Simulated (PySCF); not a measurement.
Species: C5H6N (charge +1).
Geometry (PBE0-D3(BJ)/def2-SVP, Å), atoms numbered from 1 in this order:
```xyz
12
C5H6N angstrom
C      1.3902   -0.0103    0.0237
C      0.7007    1.2042    0.0157
C     -0.6817    1.1892   -0.0123
N     -1.3276    0.0096   -0.0312
C     -0.6988   -1.1794   -0.0242
C      0.6832   -1.2145    0.0035
H      2.4828   -0.0182    0.0456
H      1.2279    2.1593    0.0310
H     -1.2966    2.0910   -0.0202
H     -2.3476    0.0170   -0.0516
H     -1.3266   -2.0721   -0.0412
H      1.1966   -2.1772    0.0092
```

The closed-shell ground state was solved at several levels (PySCF, density fitting, gas phase, non-relativistic).

```
         level  basis functions  HOMO (eV)  LUMO (eV)  gap (eV)
PBE0/def2-SVPD              168     -13.45      -7.06      6.39
   B3LYP/pcJ-1              222     -13.24      -7.24      6.00
 PBE0/pcSseg-1              132     -13.50      -7.08      6.42
```

(1) What might B97-2/pcSseg-2 (300 basis functions) give for the same quantities?

(2) Over all these levels, which gives the widest orbital gap and which the narrowest?

Answers

(1) HOMO -13.16 eV, LUMO -7.07 eV, gap 6.09 eV.

(2) PBE0/pcSseg-1 (global hybrid, 25 % exact exchange) has the widest, 6.42 eV, and B3LYP/pcJ-1 (global hybrid, 20 % exact exchange) the narrowest, 6.00 eV. Functional and basis both differ between the two, so the spread mixes both effects.
